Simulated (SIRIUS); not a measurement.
# SiO2 in SIRIUS: the effect of functional

SiO2:

```
CELL_PARAMETERS angstrom
-2.62334 4.77675 4.44167
2.62334 -4.77675 4.44167
2.62334 4.77675 -4.44167
ATOMIC_POSITIONS crystal
Si 0.26034 0.84494 0.41540
Si 0.07045 0.15506 0.91540
Si 0.73966 0.15506 0.58460
Si 0.92955 0.84494 0.08460
O 0.50000 0.00000 0.50000
O 0.00000 0.00000 0.00000
O 0.79318 0.00000 0.29318
O 0.20682 0.50000 0.20682
O 0.20682 0.00000 0.70682
O 0.79318 0.50000 0.79318
O 0.86931 0.11931 0.75000
O 0.13069 0.88069 0.25000
```

The cell comes from a database or a generator and needn't be the stable form of this composition.

Alike in all runs:

| Item | Value |
| --- | --- |
| Program | SIRIUS 7.12.0 |
| Task | single point |
| Potentials or basis | PseudoDojo 0.4.1 PBE standard (scalar relativistic) |
| Cutoff | 1152 eV |
| Density cutoff | 4606 eV |
| k mesh | 3 × 3 × 3 |
| Occupations | fermi-dirac, width 0.05 eV |
| Spin | no spin polarisation |

| functional | gap on the mesh (eV) | pressure (GPa) | largest force (eV/Å) |
| --- | --- | --- | --- |
| LDA | 5.34 | 1.5 | 0.17 |
| PBE | 5.53 | 3.1 | 0.26 |
| PBEsol | ? | ? | ? |
| RPBE | 5.52 | 3.8 | 0.30 |
| revPBE | 5.69 | 3.6 | 0.30 |
| BLYP | 5.54 | 5.0 | 0.33 |
| PW91 | 5.46 | 3.0 | 0.25 |
| AM05 | 5.73 | 2.3 | 0.22 |
| B97-D | 5.85 | 2.2 | 0.15 |
| BPBE | 5.93 | 3.1 | 0.26 |

Question: What does the run with functional PBEsol give?

Answer: gap on the mesh 5.57 eV; pressure 2.1 GPa; largest force 0.22 eV/Å.

Caveats: all runs use coarse meshes; the potentials were made for another functional, which shifts forces and pressure (some runs).

